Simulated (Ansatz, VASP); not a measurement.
**Two plane-wave programs on MgS**

```
Mg S
1.0
     0.06685    2.84111    2.84111
     2.84111    0.06685    2.84111
     2.84111    2.84111    0.06685
Mg S
1 1
Cartesian
  0.0128 0.0128 0.0128
  1.4245 1.4245 1.4245
```

Change from the starting cell: epitaxial_111 strain -2.0%.

Alike in both runs: task single point; functional r2SCAN; k mesh 8 × 8 × 8; no spin polarisation.

```csv
,VASP,Ansatz
version,VASP 6.6.1,Ansatz 0.2.0
potentials or method,"VASP PAW PBE potentials, release 64 (Mg, S)","plane waves, PAW"
plane-wave cutoff (eV),520,500
occupations,"gaussian, width 0.01 eV",fixed
valence electrons in the cell,8,16
```

```tsv
	VASP	Ansatz	Ansatz less VASP
gap on the k mesh at the Fermi level (eV)	4.16	4.17	+0.013
pressure (GPa)	1.3	1.5	+0.28
largest component of the traceless stress (GPa)	0.80	0.79	-0.008
```

The two sets of potentials don't hold the same shells in valence.

Caveats: the PAW data sets were made with another functional, which shifts forces and pressure a little (VASP). A k mesh can miss the band edges.
